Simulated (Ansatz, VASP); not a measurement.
**Two plane-wave programs on KF**

Contents of INCAR:

```
SYSTEM = KF
PREC     = Accurate       ! precision mode
ENCUT    = 520            ! plane-wave cutoff, eV
EDIFF    = 1E-7           ! SCF threshold, eV
ISMEAR   = 0              ! smearing method
SIGMA    = 0.05           ! smearing width, eV
LREAL    = .FALSE.        ! projectors in reciprocal space
LASPH    = .TRUE.         ! aspherical terms in the spheres
NELM     = 60             ! most SCF steps
ALGO     = Fast           ! electronic algorithm
ISIF     = 2              ! what is computed and relaxed
LWAVE    = .FALSE.        ! write WAVECAR
LCHARG   = .FALSE.        ! write CHGCAR
NBANDS   = 15             ! bands
```

Contents of KPOINTS:

```
regular mesh
0
G
  8 8 8
  0 0 0
```

File POSCAR:

```
KF
1.0
    0.0000000000      2.6735000000      2.6735000000
    2.6735000000      0.0000000000      2.6735000000
    2.6735000000      2.6735000000      0.0000000000
K F
1 1
Direct
    0.0000000000      0.0000000000      0.0000000000
    0.5000000000      0.5000000000      0.5000000000
```

Input for Ansatz:

```yaml
crystal:
  lattice:
    - [0.0, 2.6735, 2.6735]
    - [2.6735, 0.0, 2.6735]
    - [2.6735, 2.6735, 0.0]
  atoms:
    - { symbol: K, position: [0.0, 0.0, 0.0] }
    - { symbol: F, position: [0.5, 0.5, 0.5] }
basis:
  ecutwfc: 420
kpoints:
  mp_grid: { grid: [8, 8, 8] }
hamiltonian:
  xc: lda
scf:
  occupations: { method: gaussian, width: 0.05 }
output:
  forces: true
  stress: true
  eigenvalues: true
```

Alike in both runs: task single point; functional LDA; k mesh 8 × 8 × 8; occupations gaussian, width 0.05 eV; no spin polarisation.

|  | VASP | Ansatz |
| --- | --- | --- |
| version | VASP 6.6.1 | Ansatz 0.2.0 |
| potentials or method | VASP PAW LDA potentials, release 64 (K_sv, F) | scalar-relativistic, plane waves, PAW |
| plane-wave cutoff (eV) | 520 | 420 |
| valence electrons in the cell | 16 | 16 |

VASP gave:

| Quantity | Value |
| --- | --- |
| gap on the k mesh at the Fermi level (eV) | 5.78 |
| least direct gap on the mesh (eV) | 5.78 |
| pressure (GPa) | -3.5 |

What did Ansatz give for the same quantities?

gap on the k mesh at the Fermi level (eV): 5.80; least direct gap on the mesh (eV): 5.80; pressure (GPa): -3.5.

A k mesh can miss the band edges. A hybrid or GW would open this gap; LDA tends to underestimate it.
